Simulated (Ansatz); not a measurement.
Runs of Ansatz 0.2.0 on HfO2. The structure is monoclinic, space group P2_1/c (No. 14). The conventional cell has a = 5.118 Å, b = 5.186 Å, c = 5.284 Å, α = 90.00°, β = 99.35°, γ = 90.00°. Hf (site symmetry 1) is surrounded by 7 O at 2.03 to 2.25 Å. O (site symmetry 1) has 3 Hf at 2.03 to 2.12 Å as nearest neighbours. Around O (site symmetry 1) lie 4 Hf at 2.14 to 2.25 Å. 

```tsv
task	level	potentials or basis	spin	cutoff (eV)	points for each segment of the path	gap on the mesh (eV)	pressure (GPa)	V0 of scaled cells (Å³/atom)	B0 (GPa)	largest force (eV/Å)
band structure	SVWN5	Ansatz PAW	off	420	10	(a)	-8.0	-	-	0.42
band structure	r2SCAN	Ansatz PAW	off	500	10	4.72	0.3	-	-	0.46
band structure	PBE	SPMS NC	off	1034	10	4.22	3.7	-	-	(d)
equation of state	PBEsol	Ansatz PAW	SOC, no magnetisation	420	-	-	-	11.44	(c)	-
equation of state	LDA	Ansatz PAW	SOC, no magnetisation	420	-	-	-	11.16	(b)	-
```

Alike in all rows: cell as given; k mesh 5 × 5 × 5; smearing fermi-dirac 0.05 eV.

Problem. Fill in the values left out.

Solution. (a) 4.01; (b) 265; (c) 249; (d) 0.45.

Caveats: the k mesh misses the band edges, so the gap on the mesh is wider than the one along the path (some runs); spin-orbit coupling is left out, which moves the levels of the heavy elements (some runs); the PAW data sets come from PBE, with cores solved anew for the run's functional, which leaves a small shift of forces and pressure (some runs); the cell was scaled at fixed shape and fractional positions, which overstates the stiffness of a crystal with free parameters, most of all of layers and chains (some runs).

A k mesh can miss the band edges, and rows without SOC leave out spin-orbit coupling on Hf.

The runs don't all hold the same shells in valence.
